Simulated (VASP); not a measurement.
A run of VASP 6.6.1:

File INCAR:

```
  ALGO = Normal
  EDIFF = 1E-6
  ENCUT = 520
  GGA = RE
  ISIF = 2
  ISMEAR = -1
  LASPH = True
  LCHARG = False
  LREAL = False
  LWAVE = False
  NBANDS = 13
  NELM = 100
  PREC = Accurate
  SIGMA = 0.1
```

File KPOINTS:

```
k-points
0
Gamma
  11 11 16
```

POSCAR

```
Si
1.0
    4.4891686318      0.0000000000      0.0000000000
   -2.2445843159      3.8877340770      0.0000000000
    0.0000000000      0.0000000000      2.5702374111
Si
3
Direct
    1.0000000000      0.0000000000      0.0000000000
    0.3333333333      0.6666666667      0.5000000000
    0.6666666667      0.3333333333      0.5000000000
```

Potentials or basis: VASP PAW PBE potentials, release 64 (Si).

Command:

```bash
$ cat potpaw_PBE.64/Si/POTCAR > POTCAR
$ mpirun -np 1 vasp_std > vasp.out
```

Hardware: 1 thread of Intel(R) Xeon(R) Platinum 8488C (Sapphire Rapids) (shared host).

How long does it take, and how much memory?

Run time: 45 s on 1 thread of Intel(R) Xeon(R) Platinum 8488C (Sapphire Rapids) (shared host), peak memory 0.19 GiB. Counts: scf iterations 11, k points 144.
